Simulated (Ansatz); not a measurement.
GaN in the NiAs structure was relaxed with r2SCAN, strained in 2 ways (changes of length per length), its atoms relaxed again with r2SCAN, and run with r2SCAN in Ansatz. All values are calculated for a non-magnetic cell, which may be hypothetical.

Epitaxial +0.3 % in the xy plane, free normal strain -0.05 %. Input:
```yaml
crystal:
  lattice:
    - [2.9761051484, 0.0, 0.0]
    - [-1.4880525742, 2.5773826629, 0.0]
    - [0.0, 0.0, 5.0305750746]
  atoms:
    - { symbol: Ga, position: [0.0, 0.0, 0.0] }
    - { symbol: Ga, position: [0.0, 0.0, 0.5] }
    - { symbol: "N", position: [0.3333333333, 0.6666666667, 0.25] }
    - { symbol: "N", position: [0.6666666667, 0.3333333333, 0.75] }
kpoints:
  mp_grid: { grid: [12, 12, 6] }
  band_path:
    path:
      - [0.0, 0.0, 0.0]
      - [0.5, 0.0, 0.0]
      - [0.3333333333, 0.3333333333, 0.0]
      - [0.0, 0.0, 0.5]
      - [0.5, 0.0, 0.5]
      - [0.3333333333, 0.3333333333, 0.5]
      - [0.15, 0.0, 0.0]
    npoints: 1
hamiltonian:
  xc: r2scan
scf:
  occupations: { method: fixed }
  n_extra_bands: 5
output:
  forces: true
  stress: true
  eigenvalues: true
```

Main results, then levels in eV from the Fermi energy at the points of the path (names of the unstrained zone, bands numbered from 0):
```
Crystal: 4 atoms, lattice volume = 38.587 Å³
Basis set: ecut = 500 eV, 1003 PW (Γ)
Symmetry: 24 space group operations
Space group: P63/mmc (ITA 194)
k-points: 76 of 864
Free energy (F): -8350.286128 eV
Fermi energy:    12.637190 eV
--- Stress (GPa, compression-positive) ---
       -1.754414       0.000000       0.000000
        0.000000      -1.754414       0.000000
        0.000000       0.000000      -0.021919
  P = ⅓ Tr σ = -1.1769 GPa (-11.769 kbar)
```
```tsv
point	band_14	band_15	band_16	band_17	band_18	band_19	band_20
Γ	-0.563	-0.563	-0.129	-0.129	2.082	5.125	10.154
M	-5.059	-2.942	-2.742	-0.257	4.179	5.598	5.733
K	-3.967	-3.967	-3.395	-3.395	1.901	8.245	9.932
A	-0.315	-0.315	-0.315	-0.315	4.847	4.847	10.066
L	-2.232	-2.232	-1.773	-1.773	3.567	3.567	8.651
H	-5.758	-5.758	-0.761	-0.761	5.995	5.995	6.375
(0.150,0,0)	-1.607	-1.285	-0.819	0.002	3.805	6.522	8.608
```

With r2SCAN the valence top lies at Γ–M (0.30 of the way from Γ) and the conduction bottom at K, 1.90 eV higher; the smallest vertical gap, at Γ, is 2.21 eV. (Strain can split the valleys, and only one was followed off the mesh: the true gap may be a little smaller.) The mean pressure at these positions is -1.18 GPa, compression counted positive.

**Question.** Uniaxial -3.38 % along z, other directions held gives these blocks instead:
```yaml
crystal:
  lattice:
    - [2.9672035378, 0.0, 0.0]
    - [-1.4836017689, 2.5696736419, 0.0]
    - [0.0, 0.0, 4.8628126368]
  atoms:
    - { symbol: Ga, position: [0.0, 0.0, 0.0] }
    - { symbol: Ga, position: [0.0, 0.0, 0.5] }
    - { symbol: "N", position: [0.3333333333, 0.6666666667, 0.25] }
    - { symbol: "N", position: [0.6666666667, 0.3333333333, 0.75] }
```
What comes out?

**Answer.**
```
Crystal: 4 atoms, lattice volume = 37.078 Å³
Basis set: ecut = 500 eV, 953 PW (Γ)
Symmetry: 24 space group operations
Space group: P63/mmc (ITA 194)
k-points: 76 of 864
Free energy (F): -8350.190109 eV
Fermi energy:    13.232806 eV
--- Stress (GPa, compression-positive) ---
        2.437821       0.000000       0.000000
        0.000000       2.437821       0.000000
        0.000000       0.000000      24.739450
  P = ⅓ Tr σ = 9.8717 GPa (98.717 kbar)
```
```tsv
point	band_14	band_15	band_16	band_17	band_18	band_19	band_20
Γ	-0.677	-0.561	-0.180	-0.180	2.623	4.994	10.985
M	-5.055	-3.197	-2.550	-0.198	4.769	5.789	5.851
K	-3.991	-3.991	-3.354	-3.354	2.444	8.507	10.615
A	-0.387	-0.387	-0.387	-0.387	5.063	5.063	10.669
L	-2.069	-2.069	-1.893	-1.893	4.075	4.075	8.931
H	-5.938	-5.938	-0.554	-0.554	6.647	6.647	7.041
(0.150,0,0)	-1.627	-1.452	-0.525	-0.004	4.314	6.426	9.259
```
r2SCAN gives an indirect gap of 2.44 eV, from Γ–M (0.33 of the way from Γ) to K; the least direct gap is 2.80 eV at Γ. (Strain can split the valleys, and only one was followed off the mesh: the true gap may be a little smaller.) The mean pressure at these positions is +9.87 GPa, compression counted positive.
